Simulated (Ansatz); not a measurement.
**Zone-centre phonons of K2S at 4.4 GPa: input and output**

Level of theory: DFT LDA, scalar-relativistic, plane waves, PAW (Ansatz).

Launched with:
```bash
ansatz run input.yaml --threads 1 --pin off --max-ram 1228MiB --backend cpu --events-out ev --progress --plain --runs-dir out
```

Input (bare energies are in eV):
```yaml
crystal:
  lattice:
    - [0.0, 3.435, 3.435]
    - [3.435, 0.0, 3.435]
    - [3.435, 3.435, 0.0]
  atoms:
    - { symbol: S, position: [0.0, 0.0, 0.0] }
    - { symbol: K, position: [0.25, 0.25, 0.25] }
    - { symbol: K, position: [0.75, 0.75, 0.75] }
basis:
  ecutwfc: 420
kpoints:
  mp_grid: { grid: [8, 8, 8] }
hamiltonian:
  xc: lda
scf:
  occupations: { method: fixed }
output:
  eigenvalues: true
phonons:
  method: dfpt
  dielectric: true
  rigid_motions: translations
  eigenvectors: true
```

Results section of the output:
```
--- Phonons (Γ-DFPT): 2 representative perturbations + reference, on 95 of 512 k-points (Σ response iterations 6) ---
  k mesh reduced under 4 symmetry operations, with k and −k counted as one. Each operation leaves every solved perturbation unchanged. A smaller set is not considered because the run solves the response ...
  ASR residual: 1.162e-4 → 0.000e0 eV/Å²; symmetrization residual: 7.562e-7 eV/Å²
  ASR residual per site (eV/Å²): 1.16e-4 1.43e-5 1.43e-5
  Γ frequencies (cm⁻¹): 0.00 0.00 0.00 159.41 159.41 159.41 232.34 232.34 232.34
  ε∞ (high-frequency dielectric tensor):
        3.310908     0.000000     0.000000
        0.000000     3.310908     0.000000
       -0.000000     0.000000     3.310908
  ε⁰ (static dielectric tensor: ions relaxed, cell fixed):
        5.009907    -0.000000    -0.000000
       -0.000000     5.009907    -0.000000
       -0.000000    -0.000000     5.009907
  ε⁰ − ε∞ (ionic part):
        1.698999    -0.000000    -0.000000
       -0.000000     1.698999    -0.000000
       -0.000000    -0.000000     1.698999
  softest optical mode at Γ: 159.41 cm⁻¹; the repairs (sum rule, projections) moved no ω² at Γ by more than (1.02 cm⁻¹)²
  Born effective charges Z* (e; rows j = field, columns β = displacement):
    site 0:
        -1.85345   -0.00000    0.00000
        -0.00000   -1.85345    0.00000
        -0.00000    0.00000   -1.85345
    site 1:
         0.92673    0.00000   -0.00000
         0.00000    0.92673   -0.00000
         0.00000   -0.00000    0.92673
    site 2:
         0.92673   -0.00000    0.00000
         0.00000    0.92673   -0.00000
         0.00000   -0.00000    0.92673
  Z* charge neutrality: 5.554e-6 e pre-enforcement
  k-mesh period / interband length: 38.9 Å / 1.60 Å = 24.37 at k = (0.0000, 0.0000, 0.0000), direct gap 3.150 eV — 14 or more, which is no proof of convergence
  optical modes at Γ without the LO–TO term, one row a degenerate level:
      ω (cm⁻¹) modes IR ((D/Å)²/amu)
        159.41      3             0.0000
        232.34      3            10.4568
  optical modes at Γ + LO–TO along q̂ = [1.0000, 0.0000, 0.0000]:
      ω (cm⁻¹) modes IR ((D/Å)²/amu)
        159.41      3             0.0000
        232.34      2             6.9712
        285.80      1             3.4856
  optical modes at Γ + LO–TO along q̂ = [0.0000, 1.0000, 0.0000]:
      ω (cm⁻¹) modes IR ((D/Å)²/amu)
        159.41      3             0.0000
        232.34      2             6.9712
        285.80      1             3.4856
  optical modes at Γ + LO–TO along q̂ = [0.0000, 0.0000, 1.0000]:
      ω (cm⁻¹) modes IR ((D/Å)²/amu)
        159.41      3             0.0000
        232.34      2             6.9712
        285.80      1             3.4856
```

The cell is the ideal cubic antifluorite prototype.